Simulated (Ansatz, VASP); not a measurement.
**One calculation of Pt, two programs**

```
CELL_PARAMETERS angstrom
0.00000 1.80393 1.80393
1.80393 0.00000 1.80393
1.80393 1.80393 0.00000
ATOMIC_POSITIONS crystal
Pt 0.00000 0.00000 0.00000
```

Change from the starting cell: volume scaled by 0.78, LAPW.

Alike in both runs: task single point; functional PBEsol; k mesh 18 × 18 × 18; occupations fermi-dirac, width 0.08 eV; no spin polarisation.

|  | VASP | Ansatz |
| --- | --- | --- |
| version | VASP 6.6.1 | Ansatz 0.2.0 |
| potentials or method | VASP PAW PBE potentials, release 64 (Pt), cutoff 520 eV | all-electron LAPW, scalar-relativistic |

```csv
,VASP,Ansatz,Ansatz less VASP
pressure (GPa),137.0,136.1,-0.90
```

Ansatz ran all-electron here, so the differences hold the error of VASP's frozen core and of both bases.

Caveats: the cell as given lies far from equilibrium; so large a pressure means that the cell lies far from this level's equilibrium, or that cutoff or potentials fall short (VASP); the potentials were made for another functional, which shifts forces and pressure (VASP). The runs have no spin-orbit coupling, so splittings on Pt are missing.
